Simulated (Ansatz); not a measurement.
A plane-wave DFT run in Ansatz 0.2.0 (scalar-relativistic PAW potentials unless the input names others): input and command.

```yaml
crystal:
  lattice:
    - [2.893083528, 0.0, 0.0]
    - [0.0, 2.893083528, 0.0]
    - [0.0, 0.0, 2.7484293516]
  atoms:
    - { symbol: Al, position: [0.0, 0.0, 0.0] }
    - { symbol: Ni, position: [0.5, 0.5, 0.5] }
basis:
  ecutwfc: 420
kpoints:
  mp_grid: { grid: [20, 20, 20] }
hamiltonian:
  xc: pbe
  hubbard: { sites: [{ species: Ni, l: d, u_eff: 5.0 }], double_counting: fll }
scf:
  occupations: { method: gaussian, width: 0.15 }
output:
  forces: true
  eigenvalues: true
  stress: true
```

```bash
ansatz run input.yaml --threads 2 --pin off --max-ram 5120MiB --backend cpu --events-out ev --progress --plain --runs-dir out
```

Abridged log:
```
Basis set: ecut = 420 eV, 461 PW (Γ), exchange–correlation on 40×40×40 points (8 copies of the dense FFT grid, shifted against one another)
Bands: 15, of which v1, the nominal top of the filled ones, is band 11 counted from 1 (10 counted from 0)
Symmetry: 16 space group operations
k-points: 726 of 8000
SCF iter   1: F=—  HF=-6376.823442 eV  |F-HF|=—  |Δ(HF+E_count)|=         —  Δρ=1.59e-1  dr2=4.66e0  ethr=3.10e-3  ⟨swp⟩=4.2  Hψ=48659  notcnv=0
SCF iter   2: F=—  HF=-6376.777743 eV  |F-HF|=—  |Δ(HF+E_count)|=   4.57e-2  Δρ=1.07e-1  dr2=1.20e0  ethr=3.10e-3  ⟨swp⟩=3.1  Hψ=30254  notcnv=0  defer=242
SCF iter   3: F=—  HF=-6376.380019 eV  |F-HF|=—  |Δ(HF+E_count)|=   3.98e-1  Δρ=3.58e-2  dr2=3.16e-1  ethr=3.10e-3  ⟨swp⟩=2.1  Hψ=26443  notcnv=0  defer=218
SCF iter   4: F=—  HF=-6376.327380 eV  |F-HF|=—  |Δ(HF+E_count)|=   5.26e-2  Δρ=6.66e-3  dr2=5.65e-3  ethr=1.50e-3  ⟨swp⟩=2.3  Hψ=17566  notcnv=0  defer=218
SCF iter   5: F=—  HF=-6376.327105 eV  |F-HF|=—  |Δ(HF+E_count)|=   2.76e-4  Δρ=2.74e-3  dr2=8.73e-4  ethr=2.69e-5  ⟨swp⟩=2.3  Hψ=18466  notcnv=0  defer=218
SCF iter   6: F=—  HF=-6376.326968 eV  |F-HF|=—  |Δ(HF+E_count)|=   1.37e-4  Δρ=1.63e-4  dr2=6.60e-6  ethr=4.16e-6  ⟨swp⟩=2.1  Hψ=14693  notcnv=0  defer=218
SCF iter   7: F=—  HF=-6376.326967 eV  |F-HF|=—  |Δ(HF+E_count)|=   1.54e-6  Δρ=4.12e-5  dr2=2.00e-7  ethr=3.14e-8  ⟨swp⟩=2.0  Hψ=16649  notcnv=0  defer=218
SCF iter   8: F=-6376.326967 eV  HF=-6376.326967 eV  |F-HF|=7.37e-10  |Δ(HF+E_count)|=  5.69e-10  Δρ=3.16e-6  dr2=1.04e-9  ethr=4.76e-10  ⟨swp⟩=6.3  Hψ=52692  notcnv=0
SCF 1 converged in 8 iterations: F = -6376.326967 eV  dr2 = 1.04e-9
SCF converged after 8 iterations
Free energy (F): -6376.326967 eV
Harris-Foulkes:  -6376.326967 eV  (|F-HF|=7.37e-10)
Internal energy: -6376.320085 eV  (E = F + TS)
E sigma→0 (E₀):  -6376.323526 eV
Entropy (-TS):   -0.006881 eV (-3.441 meV/atom)
Fermi energy:    14.256949 eV
--- Forces (eV/Å), atoms counted from 1 ---
  atom   1  Al     0.00000000     0.00000000     0.00000000
  atom   2  Ni     0.00000000     0.00000000     0.00000000
--- Stress (GPa, compression-positive) ---
        6.052481       0.000000       0.000000
        0.000000       6.052481       0.000000
        0.000000       0.000000      11.889335
  P = ⅓ Tr σ = 7.9981 GPa (79.981 kbar)
Occupation matrices written to <dir>
```

Apart from outputs and empty bands, the input differs from a reference run on usual settings in hamiltonian.hubbard: not typed → {"sites": [{"species": "Ni", "l": "d", "u_eff": 5.0}], "double_counting": "fll"}. The reference, at the same geometry (not necessarily relaxed), gave pressure 9.32 GPa, largest force 0.000 eV/Å, no gap on the mesh. This run converged in 8 SCF iterations (reference: 6) with an energy at zero smearing 1.1 eV/atom above the reference's (the Hamiltonian itself differs), pressure 8.00 GPa, largest force 0.000 eV/Å, no gap on the mesh.

It took 9.1 s on 2 threads of Arm Neoverse V2, with other jobs on the host, peak memory 0.6 GiB.